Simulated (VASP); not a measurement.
All values below come from HSEsol screened hybrid, VASP's PBE PAW potentials (set 64) (plane waves; VASP 6.6.1).

The input files of a VASP run:

### POSCAR
```
AlSb
1
    0.0000000000     3.0195652170     3.0195652170
    3.0195652170     0.0000000000     3.0195652170
    3.0195652170     3.0195652170     0.0000000000
Al Sb
1 1
Direct
  0.0000000000   0.0000000000   0.0000000000
  0.2500000000   0.2500000000   0.2500000000
```

File KPOINTS:
```
Automatic mesh
0
Gamma
6 6 6
0 0 0
```

### INCAR
```
# general
SYSTEM  =AlSb
PREC    =Accurate
ENCUT   =520
LREAL   =F   # projection in real space or not
LASPH   =T
ISYM    =3

# electronic loop
EDIFF   =1E-6
NELM    =60   # most electronic steps
ALGO    =Normal
LMAXMIX =4

# smearing
ISMEAR  =0   # Gaussian
SIGMA   =0.05   # width (eV)

# functional
GGA     =PS   # PBEsol
LHFCALC =T
AEXX    =0.25
HFSCREEN=0.2   # 1/Angstrom
PRECFOCK=Fast

# ions
ISIF    =2

# output
LWAVE   =F
LCHARG  =F
```

POTCAR, in this order: Al Sb (PBE.64 set). Program: vasp_std. Read from the step before: WAVECAR.

Output of the run:

OSZICAR:
```
       N       E                     dE             d eps       ncg     rms          rms(c)
DAV:   1    -0.102395665522E+02   -0.10240E+02   -0.23710E+00   256   0.119E+01    0.214E+01
DAV:   2    -0.102502509088E+02   -0.10684E-01   -0.42814E-02   320   0.257E+00    0.140E+01
DAV:   3    -0.102485621119E+02    0.16888E-02   -0.14207E-03   344   0.270E-01    0.862E+00
DAV:   4    -0.102479388005E+02    0.62331E-03   -0.42431E-04   288   0.112E-01    0.512E+00
DAV:   5    -0.102477323404E+02    0.20646E-03   -0.11600E-04   304   0.614E-02    0.302E+00
DAV:   6    -0.102476621157E+02    0.70225E-04   -0.27366E-05   280   0.325E-02    0.178E+00
DAV:   7    -0.102476390658E+02    0.23050E-04   -0.80690E-06   304   0.185E-02    0.104E+00
DAV:   8    -0.102476325086E+02    0.65572E-05   -0.27042E-06   280   0.110E-02    0.610E-01
DAV:   9    -0.102476312655E+02    0.12432E-05   -0.81505E-07   144   0.660E-03    0.361E-01
DAV:  10    -0.102476312860E+02   -0.20536E-07   -0.49951E-07   144   0.564E-03
   1 F= -.10247631E+02 E0= -.10247631E+02  d E =-.200081E-13
```

### OUTCAR
```
------------------------ aborting loop because EDIFF is reached ----------------------------------------
  FORCE on cell =-STRESS in cart. coord.  units (eV):
  Direction    XX          YY          ZZ          XY          YZ          ZX
  --------------------------------------------------------------------------------------
  Total        0.8511777      0.8511777      0.8511777      0.0000000      0.0000000     -0.0000000
  in kB       24.7666666     24.7666666     24.7666666      0.0000000      0.0000000     -0.0000000
  external PRESSURE =      24.7666666 kB  Pullay stress =       0.0000000 kB
  volume of cell :       55.06
      direct lattice vectors                 reciprocal lattice vectors
     0.000000000  3.019565217  3.019565217    -0.165586753  0.165586753  0.165586753
     3.019565217  0.000000000  3.019565217     0.165586753 -0.165586753  0.165586753
     3.019565217  3.019565217  0.000000000     0.165586753  0.165586753 -0.165586753
 POSITION                                       TOTAL-FORCE (eV/Angst)
 -----------------------------------------------------------------------------------
      0.00000      0.00000      0.00000        -0.000000     -0.000000     -0.000000
      1.50978      1.50978      1.50978         0.000000      0.000000      0.000000
 -----------------------------------------------------------------------------------
    total drift:                                0.000000      0.000000      0.000000
  FREE ENERGIE OF THE ION-ELECTRON SYSTEM (eV)
  ---------------------------------------------------
  free  energy   TOTEN  =       -10.2476312860 eV

  energy  without entropy=      -10.2476312860  energy(sigma->0) =      -10.24763129

  exchange ACFDT corr.  =         0.00000000  see jH, gK, PRB 81, 115126
```
(Selected blocks of OUTCAR.)

The compound is AlSb in the zinc blende structure. This cell is one point of a volume scan, at 0.91 of the reference volume. The cell's shape comes from a PBE relaxation.
